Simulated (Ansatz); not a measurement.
# Lu (fcc type): how the settings move a single-point run

Question: which choices in the input matter for Lu (fcc type)?

Method: reference: DFT, PBE, PAW with other files of Ansatz's library (core large), scalar-relativistic, in Ansatz 0.2.0.

### Step 1. The system as given

The structure is cubic, space group Fm-3m (No. 225). The conventional cell has a = 3.741 Å, b = 3.741 Å, c = 3.741 Å, α = 90.00°, β = 90.00°, γ = 90.00°. Lu (site symmetry m-3m) has 12 Lu at 2.65 Å as nearest neighbours.

As a file:

```xyz
1
Lattice="0.0000 1.8705 1.8705 1.8705 0.0000 1.8705 1.8705 1.8705 0.0000" Properties=species:S:1:pos:R:3 pbc="T T T"
Lu    0.0000    0.0000    0.0000
```

### Step 2. The reference run

File input.yaml:

```yaml
crystal:
  lattice:
    - [0.0, 1.8705004466, 1.8705004466]
    - [1.8705004466, 0.0, 1.8705004466]
    - [1.8705004466, 1.8705004466, 0.0]
  atoms:
    - { symbol: Lu, position: [0.0, 0.0, 0.0] }
kpoints:
  mp_grid: { grid: [15, 15, 15] }
scf:
  occupations: { method: fermi_dirac, width: 0.1 }
hamiltonian:
  xc: pbe
  pseudopotentials: { kind: paw, core: large }
output:
  forces: true
  stress: true
  eigenvalues: true
```

Started as:

```
ansatz run input.yaml --threads 1 --pin off --max-ram 2048MiB --backend cpu --events-out ev --progress --plain --runs-dir out
```

### Step 3. Changing settings: ecutrho_ratio 6

input.yaml: that of step 2 with these lines changed.

```diff
@@ -18 +18,3 @@
   eigenvalues: true
+basis:
+  ecutrho_ratio: 6
```

What does the calculation give? Wanted: for each run, ending; energy change; pressure; gap; force.

**Answer**, as computed:

| run | ending | energy change | pressure (GPa) | gap (eV) | force (eV/Å) | cycles | time |
| --- | --- | --- | --- | --- | --- | --- | --- |
| reference | converged | 0 | 139.2 | 0.00 | 0.00 | 8 | 3 s |
| 1: ecutrho_ratio 6 | converged | 0.0 meV/atom | 139.2 | 0.00 | 0.00 | 8 | 3 s |

Residual by cycle in the longest SCF loop of each run; runs are numbered as in the table. The quantity is the density residual dr2, in eV.

| cycle | reference | run 1 |
| --- | --- | --- |
| 1 | 0.00656 | 0.00656 |
| 2 | 2.1e-4 | 2.1e-4 |
| 3 | 3.6e-4 | 3.6e-4 |
| 4 | 1.4e-6 | 1.4e-6 |
| 5 | 1.3e-6 | 1.3e-6 |
| 6 | 1.5e-7 | 1.5e-7 |
| 7 | 8.3e-9 | 8.3e-9 |
| 8 | 5.8e-11 | 5.8e-11 |

**Reading.** Changing the numerical grids leaves the energy as it was (0.0 meV/atom). The structure is not at rest: the sound run finds 139 GPa, so these are no properties of the relaxed crystal. 
